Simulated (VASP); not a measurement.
MoSe2:

```
Mo Se
1.0
     3.27866    0.00000    0.00000
    -1.63933    2.83941    0.00000
     0.00000    0.00000   12.72501
Mo Se
2 4
Cartesian
  0.0000 1.8929 3.1813
  1.6393 0.9465 9.5438
  0.0000 1.8929 7.8683
  1.6393 0.9465 1.5058
  0.0000 1.8929 11.2192
  1.6393 0.9465 4.8567
```

Program: VASP 6.6.1. Alike in all runs: task band structure; potentials or basis VASP PAW PBE potentials, release 64 (Mo_sv, Se); no spin polarisation; cell as given; k mesh 6 × 6 × 2; cutoff (eV) 520; smearing gaussian 0.03 eV.

Q: Order these runs on this cell by their band gap on the k mesh, lowest first.
A. level PBE-EpsX; exchange at q = 0 truncated; share of exact exchange 0.0692
B. level PBE0; exchange at q = 0 truncated
C. level HSE06; screening parameter 0.2 1/A

A: A (1.07 eV), C (1.27 eV), B (1.91 eV).

A k mesh can miss the band edges.

Runs at the PBE level aren't shown here.
